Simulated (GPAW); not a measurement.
CuO:

```
Cu O
1.0
     1.99097   -2.15355    0.00000
     1.99097    2.15355    0.00000
     0.00000    0.00000    5.15593
Cu O
2 2
Cartesian
  0.9955 -1.0768 0.0000
  0.9955 1.0768 2.5780
  1.9910 0.0000 1.2890
  1.9910 0.0000 3.8669
```

Measurements of this composition are mostly on another form, of space group No. 15.

- Program: GPAW 26.7.0
- Task: relaxation of cell and atoms
- Functional: revPBE
- Dispersion: D3
- Potentials or basis: the program's PAW data sets (release 1.2.1) made for this functional
- Cutoff: 800 eV
- Basis: pw
- k mesh: 6 × 6 × 3
- Occupations: fermi-dirac, width 0.05 eV
- Spin: no spin polarisation

At the start: pressure 3.9 GPa; volume 11.05 Å³/atom.

**Question.** Where does the relaxation end?

**Answer.** Over 23 steps the energy falls by 7.2 meV/atom and the volume is 11.20 Å³/atom (+1.3 %); space group Cccm (No. 66, to 0.05 Å).

The path:
```csv
step,energy change (eV),largest force (eV/Å),pressure (GPa),volume (Å³)
1,0.0000,0.0000,3.91,44.21
2,-0.0035,0.0000,3.53,44.30
3,-0.0095,0.0000,2.81,44.47
4,-0.0162,0.0000,1.84,44.71
5,-0.0219,0.0000,0.72,44.99
6,-0.0255,0.0000,-0.42,45.27
7,-0.0267,0.0000,-1.38,45.50
8,-0.0268,0.0001,-1.35,45.49
9,-0.0269,0.0001,-1.30,45.48
10,-0.0270,0.0000,-1.23,45.45
11,-0.0272,0.0000,-1.14,45.42
12,-0.0274,0.0000,-1.03,45.38
13,-0.0276,0.0000,-0.90,45.34
14,-0.0278,0.0000,-0.75,45.29
15,-0.0280,0.0000,-0.58,45.23
16,-0.0281,0.0000,-0.38,45.16
17,-0.0281,0.0000,-0.17,45.08
18,-0.0282,0.0000,0.06,45.00
19,-0.0282,0.0000,0.26,44.93
20,-0.0283,0.0000,0.41,44.86
21,-0.0284,0.0000,0.49,44.81
22,-0.0286,0.0000,0.47,44.79
23,-0.0289,0.0000,0.34,44.79
```

Final structure:
```
Cu O
1.0
     1.98979   -2.12597    0.00000
     1.98981    2.12598    0.00000
     0.00000    0.00000    5.29443
Cu O
2 2
Cartesian
  0.9949 -1.0630 0.0000
  0.9949 1.0630 2.6472
  1.9898 0.0000 1.3236
  1.9898 0.0000 3.9708
```

Caveat: the k mesh is coarse (spacing up to 0.41 Å⁻¹), so the values aren't converged; with this Cu data set, volumes or pressures lay over 1.5 % or 2 GPa off other programs in two to four cells of ten; later steps reuse the first step's grids; the run has no spin polarisation, though such a crystal can be magnetic; pairwise dispersion overbinds metals, which lowers pressure and volume.
